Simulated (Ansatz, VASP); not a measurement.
# One calculation of InP, two programs

```
CELL_PARAMETERS angstrom
0.00000 2.93050 2.93050
2.93050 0.00000 2.93050
2.93050 2.93050 0.00000
ATOMIC_POSITIONS crystal
In 0.00000 0.00000 0.00000
P 0.75000 0.75000 0.75000
```

Alike in both runs: task single point; functional PBE; k mesh 10 × 10 × 10; occupations gaussian, width 0.05 eV; no spin polarisation.

|  | VASP | Ansatz |
| --- | --- | --- |
| version | VASP 6.6.1 | Ansatz 0.2.0 |
| potentials or method | VASP PAW PBE potentials, release 64 (In_d, P) | scalar-relativistic, plane waves, PAW |
| plane-wave cutoff (eV) | 520 | 420 |
| valence electrons in the cell | 18 | 18 |

Ansatz gave:

- gap on the k mesh at the Fermi level (eV): 0.72
- least direct gap on the mesh (eV): 0.72
- pressure (GPa): 3.3

Q: Estimate VASP's values.

A: gap on the k mesh at the Fermi level (eV): 0.71; least direct gap on the mesh (eV): 0.71; pressure (GPa): 3.3.

Caveats: spin-orbit coupling is left out, which moves the levels of the heavy elements.
